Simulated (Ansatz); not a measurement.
# What moves the field gradients of Al₂O₃?

Cell of run 1: a computed structure from the Materials Project (it need not be an observed phase), taken as it stands.

```
Al O
1.0
    -4.43767    4.43767    4.43767
     4.43767   -4.43767    4.43767
     4.43767    4.43767   -4.43767
Al O
16 24
Direct
  0.50000 0.00000 0.00000
  0.96216 0.25000 0.21216
  0.78784 0.03784 0.75000
  0.71216 0.46216 0.25000
  0.75000 0.78784 0.03784
  0.75000 0.28784 0.53784
  0.46216 0.25000 0.71216
  0.00000 0.50000 0.00000
  0.50000 0.50000 0.50000
  0.00000 0.00000 0.50000
  0.53784 0.75000 0.28784
  0.25000 0.71216 0.46216
  0.25000 0.21216 0.96216
  0.28784 0.53784 0.75000
  0.21216 0.96216 0.25000
  0.03784 0.75000 0.78784
  0.77067 0.04587 0.49712
  0.72933 0.22645 0.27521
  0.27355 0.00288 0.04875
  0.95413 0.50288 0.22933
  0.45413 0.22479 0.45125
  0.77355 0.72479 0.27067
  0.04875 0.27355 0.00288
  0.45125 0.45413 0.22479
  0.72479 0.27067 0.77355
  0.77521 0.54875 0.54587
  0.00288 0.04875 0.27355
  0.49712 0.77067 0.04587
  0.99712 0.95125 0.72645
  0.22479 0.45125 0.45413
  0.27521 0.72933 0.22645
  0.50288 0.22933 0.95413
  0.54875 0.54587 0.77521
  0.95125 0.72645 0.99712
  0.54587 0.77521 0.54875
  0.22645 0.27521 0.72933
  0.04587 0.49712 0.77067
  0.72645 0.99712 0.95125
  0.22933 0.95413 0.50288
  0.27067 0.77355 0.72479
```

Sites (sets of like atoms) are named by element and the number of their first atom in this list.

All runs are DFT with Ansatz 0.2.0 (plane waves and PAW, scalar-relativistic unless spin–orbit coupling is named, Γ-centred meshes, Fermi–Dirac smearing where given) in this cell.

Run 1: PBE, atoms as given; 420 eV, 4×4×4 k-points, smearing 0.02 eV.
Run 2: r2SCAN, atoms as given; 500 eV, 4×4×4 k-points, smearing 0.02 eV.
Run 3: PBE, gradients read without the response of the cores, atoms as given; 420 eV, 4×4×4 k-points, smearing 0.02 eV.

| run | Al1 V_zz (η) | Al2 V_zz (η) | O V_zz (η) |
| --- | --- | --- | --- |
| 1 | 0.94 (0.00) | 2.24 (0.48) | -2.40 (0.37) |
| 2 | ? | ? | ? |
| 3 | 1.04 (0.00) | 2.26 (0.46) | -2.46 (0.36) |

V_zz in 10²¹ V/m².

Task: Estimate the row of run 2.

Result: Al1: 0.92 (0.00); Al2: 2.19 (0.48); O: -2.50 (0.46). It lies nearest to run 3, from whose tensors on these sites it differs by 0.16 at most (largest principal value of the difference, on O). Taken one at a time, the functional (r2SCAN with its higher cutoff) moves the tensors on these sites by up to 0.18 (largest principal value of the change, on O), the response of the cores by 0.10 (Al1).

With these PAW files V_zz is typically within 2 to 3 % of all-electron values, but misses above 10 % occur on Al. The cell isn't the equilibrium one in runs 1, 3 (calculated pressure 8, 8 GPa), and the entry's cell may itself be off.
